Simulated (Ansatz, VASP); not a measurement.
Given: the input of a run of Ansatz 0.2.0 on Be.

input.yaml

```yaml
crystal:
  lattice:
    - [2.2853, 0.0, 0.0]
    - [-1.14265, 1.9791278553, 0.0]
    - [0.0, 0.0, 3.5842]
  atoms:
    - { symbol: Be, position: [0.6666666667, 0.3333333333, 0.75] }
    - { symbol: Be, position: [0.3333333333, 0.6666666667, 0.25] }
kpoints:
  mp_grid: { grid: [13, 13, 8] }
scf:
  occupations: { method: gaussian, width: 0.02 }
hamiltonian:
  xc: rpbe
  pseudopotentials: { kind: all_electron, lapw: { basis_error: 0.001 } }
output:
  forces: true
  stress: true
  eigenvalues: true
```

Potentials or basis: all-electron LAPW, scalar-relativistic.

The run is started by

```console
$ ansatz run input.yaml --threads 1 --pin off --max-ram 3072MiB --backend cpu --events-out ev --progress --plain --runs-dir out
```

Q: Set up the same calculation for VASP 6.6.1. Potentials there: VASP PAW PBE potentials, release 64 (Be).

A: As run (the cutoff follows the program's own potentials):

INCAR

```
PREC = Accurate ; ENCUT = 520
EDIFF = 1E-6 ; ISMEAR = 0
SIGMA = 0.02 ; LREAL = False
LASPH = True ; NELM = 100
ALGO = Fast ; ISIF = 2
LWAVE = False ; LCHARG = False
GGA = RP ; NBANDS = 9
```

The input KPOINTS:

```
Automatic mesh
0
Gamma
  13 13 8
```

Contents of POSCAR:

```
Be
1.0
    2.2853000000      0.0000000000      0.0000000000
   -1.1426500000      1.9791278553      0.0000000000
    0.0000000000      0.0000000000      3.5842000000
Be
2
Direct
    0.6666666667      0.3333333333      0.7500000000
    0.3333333333      0.6666666667      0.2500000000
```

Potentials or basis: VASP PAW PBE potentials, release 64 (Be).

Command:

```console
$ cat potpaw_PBE.64/Be/POTCAR > POTCAR
$ mpirun -np 1 vasp_std > vasp.out
```

Both were run:

|  | VASP | Ansatz | Ansatz less VASP |
| --- | --- | --- | --- |
| gap on the k mesh at the Fermi level (eV) | none | none | - |
| pressure (GPa) | 0.2 | 0.2 | -0.02 |
| largest component of the traceless stress (GPa) | 0.26 | 0.30 | +0.038 |

A gap of «none» marks a metal or a gap that the smearing closes. Ansatz ran all-electron here, so the differences hold the error of VASP's frozen core and of both bases.

Caveats: the PAW data sets were made with another functional, which shifts forces and pressure a little (VASP).
